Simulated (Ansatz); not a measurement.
# BaTiO3 (Barioperovskite): further runs on the relaxed cell

The task here is to estimate one member of a computed series from the others.

Program: Ansatz 0.2.0. Level of theory: DFT r2SCAN, scalar-relativistic, plane waves, PAW. These are calculated values, not measurements.

1 further run of the same task is left out (set aside as unsound or not needed).

## The structure to begin with

Symmetry: Amm2, No. 38, orthorhombic system. Conventional cell: a = 3.964 Å, b = 5.717 Å, c = 5.747 Å, α = 90.00°, β = 90.00°, γ = 90.00°. Ba (site symmetry mm2) has 12 O at 2.77 to 2.98 Å as nearest neighbours. Around Ti (site symmetry mm2) lie 6 O at 1.85 to 2.21 Å. O (site symmetry mm2) has 2 Ti at 1.99 Å and 4 Ba at 2.77 to 2.98 Å as nearest neighbours. Around O (site symmetry m) lie 2 Ti at 1.85 to 2.21 Å.

As a file:

```cif
data_structure
_symmetry_space_group_name_H-M 'Amm2'
_symmetry_Int_Tables_number 38
_cell_length_a 3.9638
_cell_length_b 5.7166
_cell_length_c 5.7470
_cell_angle_alpha 90.000
_cell_angle_beta 90.000
_cell_angle_gamma 90.000
_cell_volume 130.22
loop_
_atom_site_label
_atom_site_type_symbol
_atom_site_symmetry_multiplicity
_atom_site_Wyckoff_symbol
_atom_site_fract_x
_atom_site_fract_y
_atom_site_fract_z
_atom_site_occupancy
Ba1 Ba 2 a 0.00000 0.50000 0.50841 1
Ti1 Ti 2 b 0.50000 0.50000 0.02395 1
O1 O 2 a 0.00000 0.50000 0.99033 1
O2 O 4 e 0.50000 0.25696 0.23710 1
```

It is the result of an earlier relaxation at this level (volume 13.02 Å³/atom; gap on the mesh: 2.66 eV).

Set-up of the first run:

Input file input.yaml:

```yaml
crystal:
  lattice:
    - [3.9237522783, 0.0, 0.0]
    - [0.0, 2.8294027188, 2.8444904264]
    - [0.0, -2.8294027188, 2.8444904264]
  atoms:
    - { symbol: Ba, position: [0.0, 0.0084108398, 0.0084108398] }
    - { symbol: Ti, position: [0.5, 0.5239463003, 0.5239463003] }
    - { symbol: O, position: [0.0, 0.4903261303, 0.4903261303] }
    - { symbol: O, position: [0.5, 0.4940592995, 0.9801374301] }
    - { symbol: O, position: [0.5, 0.9801374301, 0.4940592995] }
basis:
  ecutwfc: 500
kpoints:
  mp_grid: { grid: [8, 8, 8] }
hamiltonian:
  xc: r2scan
scf:
  occupations: { method: gaussian, width: 0.02 }
output:
  forces: true
  stress: true
  eigenvalues: true
relax:
  adjacent_minimum: "off"
  f_tol: 0.01
  max_steps: 30
  cell: { stress_tol: 0.1, fix: [volume] }
```

On the command line:

```sh
$ ansatz run input.yaml --threads 4 --pin off --max-ram 10240MiB --backend cpu --events-out ev --progress --plain --runs-dir out
```

Among the steps run: The cell scaled to 0.97 of its volume; Point at V/V0 = 1.03; Volume × 0.94; The cell scaled to 1.06 of its volume; Point at V/V0 = 0.91; The cell scaled to 1.10 of its volume; The cell scaled to 0.88 of its volume.

One of the session's tables, all rows but one given; the rest of the session is left out.

It belongs to the step «Fit of the equation of state». 

| volume (Å³/atom) | energy above the lowest point (meV/atom) | pressure (GPa) | gap on the mesh (eV) |
| --- | --- | --- | --- |
| 11.460 | 96.7 | 24.30 | 2.40 |
| 11.850 | 48.5 | 15.43 | 2.35 |
| 12.241 | 19.6 | 8.77 | 2.40 |
| 12.632 | ? | ? | ? |
| 13.022 | 0.0 | 0.00 | 2.66 |
| 13.413 | 3.7 | -2.89 | 2.80 |
| 13.804 | 13.5 | -5.03 | 2.95 |
| 14.325 | 33.2 | -6.93 | 3.17 |

Estimate the missing values for volume (Å³/atom) = 12.632.

Worked estimate for «energy above the lowest point (meV/atom)». A straight line through the neighbours (12.241, 19.6) and (13.022, 0.0) gives 19.6 + (0.0 − 19.6) × (12.632 − 12.241) / (13.022 − 12.241) = 9.8; a parabola fitted to 4 rows on both sides gives 4.4.

As computed: energy above the lowest point (meV/atom): 4.5; pressure (GPa): 3.84; gap on the mesh (eV): 2.53. In «energy above the lowest point (meV/atom)» the line misses by +5.3 and the parabola by -0.1.
